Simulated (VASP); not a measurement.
# Cu (Fm-3m) in VASP: a series of runs, part 2 of 2

VASP 6.6.1.

### Step 4. Relaxation of the atoms, PBE (a relaxed cell with its volume scaled by 1.04)

Input file INCAR:

```
SYSTEM = Cu
ALGO = Normal
EDIFF = 1E-7
EDIFFG = -0.01
ENCUT = 600
GGA = PE
IBRION = 2
ISIF = 2
ISMEAR = 1
LASPH = .True.
LCHARG = .False.
LREAL = .False.
LWAVE = .False.
NELM = 80
NSW = 40
PREC = Accurate
SIGMA = 0.1
```

Input file KPOINTS:

```
k-points
0
Gamma
  18 18 18
  0 0 0
```

Input file POSCAR:

```
Cu                                      
1.0
    0.0000000000      1.8417811083      1.8417811083
    1.8417811083      0.0000000000      1.8417811083
    1.8417811083      1.8417811083      0.0000000000
  Cu            
     1
Direct
     0.0000000000000000    0.0000000000000000    0.0000000000000000
```

Potentials or basis: VASP PAW PBE potentials, release 64 (Cu).

The run is started by

```console
cat potpaw_PBE.64/Cu/POTCAR > POTCAR
mpirun -np 1 vasp_std > vasp.out
```

OUTCAR:

```text
SYSTEM = Cu
   EDIFF = 1E-7
   EDIFFG = -0.01
   ENCUT = 600
   GGA = PE
   IBRION = 2
   ISIF = 2
   ISMEAR = 1
   LASPH = .True.
   LREAL = .False.
   NELM = 80
   NSW = 40
   PREC = Accurate

 ion  position               nearest neighbor table
   1  0.000  0.000  0.000-

  LATTYP: Found a face centered cubic cell.
 ALAT       =     3.6835622166

  Lattice vectors:

 A1 = (   0.0000000000,   1.8417811083,   1.8417811083)
 A2 = (   1.8417811083,   0.0000000000,   1.8417811083)
 A3 = (   1.8417811083,   1.8417811083,   0.0000000000)

Analysis of symmetry for initial positions (statically):
=====================================================================
 Subroutine PRICEL returns:
 Original cell was already a primitive cell.

 Routine SETGRP: Setting up the symmetry group for a
 face centered cubic supercell.

 Subroutine GETGRP returns: Found 48 space group operations
 (whereof 48 operations were pure point group operations)
 out of a pool of 48 trial point group operations.

The static configuration has the point symmetry O_h .
[... 158 lines left out ...]
  free energy    TOTEN  =        -3.72104525 eV

  energy without entropy =       -3.72111723  energy(sigma->0) =       -3.72106924

 E-fermi :   6.8729     XC(G=0): -12.4012

 val. band max:        6.8675395883   @ k =   0.5000   0.2778   0.1111
 cond. band min:       6.9429377118   @ k =   0.5000   0.1111   0.0000
 fundamental gap:      0.0753981235
 Fermi energy:         6.8729076178

 k-point     1 :       0.0000    0.0000    0.0000
  band No.  band energies     occupation
      1      -2.0228      2.00000
      2       4.0540      2.00000
      3       4.0540      2.00000
      4       4.0540      2.00000
      5       4.8072      2.00000
      6       4.8072      2.00000
      7      29.0480      0.00000
      8      31.2608      0.00000
      9      31.2608      0.00000
[... 265 lines left out ...]
 k-point    24 :      -0.2222    0.0556    0.0000
  band No.  band energies     occupation
      1      -0.0248      2.00000
      2       3.7912      2.00000
      3       4.1988      2.00000
      4       4.2335      2.00000
      5       4.7652      2.00000
      6       4.9880      2.00000
      7      19.4079      0.00000
      8      26.1947      0.00000
      9      29.9172      0.00000

 [... further k-points ...]
[... 5 lines left out ...]
  --------------------------------------------------------------------------------------
  -------------------------------------------------------------------------------------
  Total       -0.3785055     -0.3785055     -0.3785055      0.0000000      0.0000000      0.0000000
  in kB      -48.5331749    -48.5331749    -48.5331749      0.0000000      0.0000000      0.0000000
  external PRESSURE =     -48.5331749 kB  Pullay stress =       0.0000000 kB

 VOLUME and BASIS-vectors are now :
 -----------------------------------------------------------------------------
  energy-cutoff  :      600.00
  volume of cell :       12.50
      direct lattice vectors                 reciprocal lattice vectors
     0.000000000  1.841781108  1.841781108    -0.271476343  0.271476343  0.271476343
     1.841781108  0.000000000  1.841781108     0.271476343 -0.271476343  0.271476343
     1.841781108  1.841781108  0.000000000     0.271476343  0.271476343 -0.271476343

 POSITION                                       TOTAL-FORCE (eV/Angst)
 -----------------------------------------------------------------------------------
      0.00000      0.00000      0.00000         0.000000     -0.000000     -0.000000
 -----------------------------------------------------------------------------------
    total drift:                               -0.000000      0.000000     -0.000000

  FREE ENERGIE OF THE ION-ELECTRON SYSTEM (eV)
  ---------------------------------------------------
  free  energy   TOTEN  =        -3.7210452539 eV

  energy  without entropy=       -3.7211172261  energy(sigma->0) =       -3.72106924

 reached required accuracy - stopping structural energy minimisation
```

CONTCAR:

```text
Cu
   1.00000000000000
     0.0000000000000000    1.8417811083000000    1.8417811083000000
     1.8417811083000000    0.0000000000000000    1.8417811083000000
     1.8417811083000000    1.8417811083000000    0.0000000000000000
  Cu
     1
Direct
     0.0000000000000000    0.0000000000000000    0.0000000000000000

  0.00000000E+00  0.00000000E+00  0.00000000E+00
```

Run time: 9.3 s. Hardware: 1 thread of Intel Xeon 6975P-C (Granite Rapids), shared host; peak memory 0.15 GiB.

What came out:

* Free energy: -3.7210 eV
* Pressure after relaxing: -4.9 GPa
* Band gap on the k mesh: none (metal or under the smearing width)

Final structure:
```
Cu
1.0
     0.00000    1.84178    1.84178
     1.84178    0.00000    1.84178
     1.84178    1.84178    0.00000
Cu
1
Direct
  0.00000 0.00000 0.00000
```

Caveat: the relaxation stopped at its first step, so nothing moved.

### Step 5. Relaxation of the atoms, PBE (a relaxed cell with its volume scaled by 1.06)

INCAR is that of step 4.

KPOINTS is that of step 4.

Input file POSCAR:

```
Cu                                      
1.0
    0.0000000000      1.8535125145      1.8535125145
    1.8535125145      0.0000000000      1.8535125145
    1.8535125145      1.8535125145      0.0000000000
  Cu            
     1
Direct
     0.0000000000000000    0.0000000000000000    0.0000000000000000
```

The run is started by

```console
cat potpaw_PBE.64/Cu/POTCAR > POTCAR
mpirun -np 1 vasp_std > vasp.out
```

It took 8.7 s on 1 thread of Intel Xeon 6975P-C (Granite Rapids), shared host; peak memory 0.16 GiB.

Results (log left out):

| Item | Value |
| --- | --- |
| Free energy | -3.7122 eV |
| Pressure after relaxing | -6.9 GPa |
| Band gap on the k mesh | none (metal or under the smearing width) |

Final structure:
```
Cu
1.0
     0.00000    1.85351    1.85351
     1.85351    0.00000    1.85351
     1.85351    1.85351    0.00000
Cu
1
Direct
  0.00000 0.00000 0.00000
```

Levels at points of the mesh, in eV from the Fermi level:
| k point | band 2 | band 3 | band 4 | band 5 | band 6 | band 7 | band 8 | band 9 |
| --- | --- | --- | --- | --- | --- | --- | --- | --- |
| (0.00, 0.00, 0.00) | -2.76 | -2.76 | -2.76 | -2.03 | -2.03 | 22.02 | 24.09 | 24.09 |
| (0.50, 0.00, 0.00) | -2.79 | -2.79 | -1.52 | -1.52 | -0.75 | 3.43 | 20.55 | 20.96 |
| (0.50, 0.50, 0.00) | -4.00 | -1.54 | -1.40 | -1.40 | 1.59 | 6.64 | 12.55 | 12.55 |

Caveat: the relaxation stopped at its first step, so nothing moved.

### Step 6. Summary

```tsv
cell	gap on the mesh (eV)	pressure (GPa)
atoms relaxed	none	0.0
atoms relaxed from: a relaxed cell with its volume scaled by 1.02	none	-2.6
atoms relaxed from: a relaxed cell with its volume scaled by 1.04	none	-4.9
atoms relaxed from: a relaxed cell with its volume scaled by 1.06	none	-6.9
```

Alike in all rows: task relaxation of the atoms; level PBE; potentials or basis VASP PAW PBE potentials, release 64 (Cu); no spin polarisation; k mesh 18 × 18 × 18; cutoff (eV) 600; smearing methfessel-paxton 0.1 eV.

Caveats: the relaxation stopped at its first step, so nothing moved.

Absolute energies hang on the potentials; compare differences alone.
